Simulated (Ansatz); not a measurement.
# TiTe2 (CdI2 type): a single-point run

Wanted: a converged single-point run for TiTe2 (CdI2 type), and a check of what comes out. The structure is shown as the input types it.

Program: Ansatz 0.2.0. Level of theory: DFT r2SCAN, scalar-relativistic, plane waves, PAW. These are calculated values, not measurements.

2 further runs of the same task are left out: 1 that didn't finish, 1 set aside as unsound or not needed.

### Step 1. Starting point

Symmetry: P-3m1, No. 164, trigonal system. Conventional cell: a = 3.815 Å, b = 3.815 Å, c = 6.768 Å, α = 90.00°, β = 90.00°, γ = 120.00°. Ti (site symmetry -3m) has 6 Te at 2.77 Å as nearest neighbours. Te (site symmetry 3m) has 3 Ti at 2.77 Å as nearest neighbours.

Structure file:

```xyz
3
Lattice="3.8152 0.0000 0.0000 -1.9076 3.3040 0.0000 0.0000 0.0000 6.7680" Properties=species:S:1:pos:R:3 pbc="T T T"
Ti    0.0000    0.0000    0.0000
Te    0.0000    2.2027    1.6866
Te    1.9076    1.1013    5.0814
```

### Step 2. Input and run

File input.yaml:

```yaml
crystal:
  lattice:
    - [3.815155943733, 2.886735404003e-11, 0.0]
    - [-1.907577971891, 3.304021966657, 0.0]
    - [0.0, 0.0, 6.767989229]
  atoms:
    - { symbol: Ti, position: [0.0, 0.0, 0.0] }
    - { symbol: Te, position: [0.3333333333333, 0.6666666666667, 0.2492036582] }
    - { symbol: Te, position: [0.6666666666667, 0.3333333333333, 0.7507963418] }
basis:
  ecutwfc: 500
  ecutrho_ratio: 4
kpoints:
  mp_grid: { grid: [0, 10, 6] }
hamiltonian:
  xc: r2scan
scf:
  occupations: { method: gaussian, width: 0.05 }
  max_iter: 50
output:
  forces: true
  stress: true
```

Run with:

```bash
ansatz run input.yaml --threads 4 --pin off --max-ram 7168MiB --backend cpu --events-out ev --progress --plain --runs-dir out
```

What happens when this is run?

The run ended at the input check. The line that matters: «invalid value for `kpoints.mp_grid.grid`: each dimension must be in 1..=255»

The suspect setting: kpoints.mp_grid.grid is [0, 10, 6]. The k-point mesh is ill-defined.

Remedy: set kpoints.mp_grid.grid to [10, 10, 6].
